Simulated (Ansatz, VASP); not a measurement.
# TaN in VASP and in Ansatz

```xyz
2
Lattice="-0.0436 2.1572 2.1572 2.1572 -0.0436 2.1572 2.1572 2.1572 -0.0436" Properties=species:S:1:pos:R:3 pbc="T T T"
Ta    2.1354    2.1354    2.1354
N     0.0000    0.0000    0.0000
```

Change from the starting cell: equal xy, yz and zx shear strains of -2 %, PAW files.

Alike in both runs: task electric field gradients; functional PBEsol; k mesh 9 × 9 × 9; occupations fermi-dirac, width 0.02 eV; no spin polarisation.

|  | VASP | Ansatz |
| --- | --- | --- |
| version | VASP 6.6.1 | Ansatz 0.2.0 |
| potentials or method | VASP PAW PBE potentials, release 64 (Ta_pv, N) | PAW with Ansatz's default frozen-core files, scalar-relativistic |
| plane-wave cutoff (eV) | 520 | 420 |
| valence electrons in the cell | 16 | 18 |

|  | VASP | Ansatz | Ansatz less VASP |
| --- | --- | --- | --- |
| pressure (GPa) | 5.6 | 4.5 | -1.06 |
| largest component of the traceless stress (GPa) | 0.86 | 0.88 | +0.023 |
| Vzz of the field gradient on the site that differs most (V/Å²) | 5.2 | 2.1 | -3.17 |

The two sets of potentials don't hold the same shells in valence. Ansatz warned: «gradients_without_spin_orbit».

Caveats: the PAW data sets were made with another functional, which shifts forces and pressure a little (VASP). The runs have no spin-orbit coupling, so splittings on Ta are missing.
